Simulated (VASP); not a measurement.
SnS2 (Berndtite-2T): relaxation of cell and atoms with PBE

Crystal: SnS2 (Berndtite-2T).

```
Sn S
1.0
     3.63900    0.00000    0.00000
    -1.81950    3.15147    0.00000
     0.00000    0.00000    5.86800
Sn S
1 2
Cartesian
  0.0000 0.0000 0.0000
  0.0000 2.1010 1.4670
  1.8195 1.0505 4.4010
```

| Quantity | Value |
| --- | --- |
| Program | VASP 6.6.1 |
| Task | relaxation of cell and atoms |
| Functional | PBE |
| Potentials or basis | VASP PAW PBE potentials, release 64 (Sn_d, S) |
| Cutoff | 600 eV |
| k mesh | 9 × 9 × 5 |
| Occupations | gaussian, width 0.03 eV |
| Spin | no spin polarisation |
| Target pressure | 9.78 GPa |
| Further INCAR settings | ALGO = Normal; EDIFF = 1e-06; IBRION = 2; EDIFFG = -0.01; NSW = 90; ISIF = 3 |
| Target pressure | 9.78 GPa |

```yaml
Relaxed_volume: 19.78 Å³/atom
Relaxed_cell: a = 3.595 Å, b = 3.595 Å, c = 5.302 Å, α = 90.00°, β = 90.00°, γ = 120.00°
Space_group_after_relaxing_to_0.05_Å: P-3m1 (No. 164)
Energy_change_on_relaxing_the_enthalpy_is_what_falls: +91.1 meV/atom
Ionic_steps: 16
Pressure_after_relaxing: 9.8 GPa
Band_gap_on_the_k_mesh: 0.85 eV, indirect (least direct gap 1.58 eV)
```

Step by step:
| step | energy change (eV) | largest force (eV/Å) | pressure (GPa) | volume (Å³) |
| --- | --- | --- | --- | --- |
| 1 | 0.0000 | 0.2414 | 4.20 | 67.30 |
| 2 | 0.4370 | 1.4548 | 16.99 | 59.96 |
| 3 | 0.1665 | 0.8304 | 10.15 | 63.35 |
| 4 | 0.1840 | 0.5536 | 10.07 | 62.18 |
| 5 | 0.3534 | 0.2915 | 10.71 | 58.75 |
| 6 | 0.2820 | 0.0191 | 10.44 | 59.79 |
| 7 | 0.2375 | 0.1005 | 8.89 | 60.04 |
| 8 | 0.2304 | 0.1292 | 8.42 | 60.11 |
| 9 | 0.3532 | 0.2811 | 12.35 | 58.21 |
| 10 | 0.2704 | 0.0248 | 9.82 | 59.39 |
| 11 | 0.2713 | 0.0277 | 9.87 | 59.37 |
| 12 | 0.2719 | 0.0200 | 9.81 | 59.36 |
| 13 | 0.2721 | 0.0170 | 9.79 | 59.36 |
| 14 | 0.2727 | 0.0110 | 9.75 | 59.35 |
| 15 | 0.2722 | 0.0159 | 9.77 | 59.35 |
| 16 | 0.2734 | 0.0007 | 9.77 | 59.33 |

Final structure:
```yaml
crystal:
  lattice:
    - [3.59487, 0.00000, 0.00000]
    - [-1.79744, 3.11325, 0.00000]
    - [0.00000, 0.00000, 5.30166]
  atoms:
    - { symbol: Sn, position: [0.00000, 0.00000, 0.00000] }
    - { symbol: S, position: [0.33333, 0.66667, 0.27771] }
    - { symbol: S, position: [0.66667, 0.33333, 0.72229] }
```

Levels at points of the mesh, in eV from the valence-band top:
| k point | band 11 | band 12 | band 13 | band 14 | band 15 | band 16 |
| --- | --- | --- | --- | --- | --- | --- |
| (0.00, 0.00, 0.00) | -1.19 | -1.19 | -0.02 | 1.56 | 3.06 | 5.11 |

Run time: 5.8 min on 1 thread of Intel(R) Xeon(R) Platinum 8559C (Emerald Rapids) (shared host), peak memory 0.25 GiB.

Caveat: the cell is relaxed towards a set pressure, so the enthalpy falls and the energy may rise; spin-orbit coupling is left out, which moves the levels of the heavy elements; an odd mesh through Γ misses points on the zone boundary, where band edges often lie; this functional lacks dispersion, which binds the layers, so the pressure and a relaxed spacing across them are unreliable.
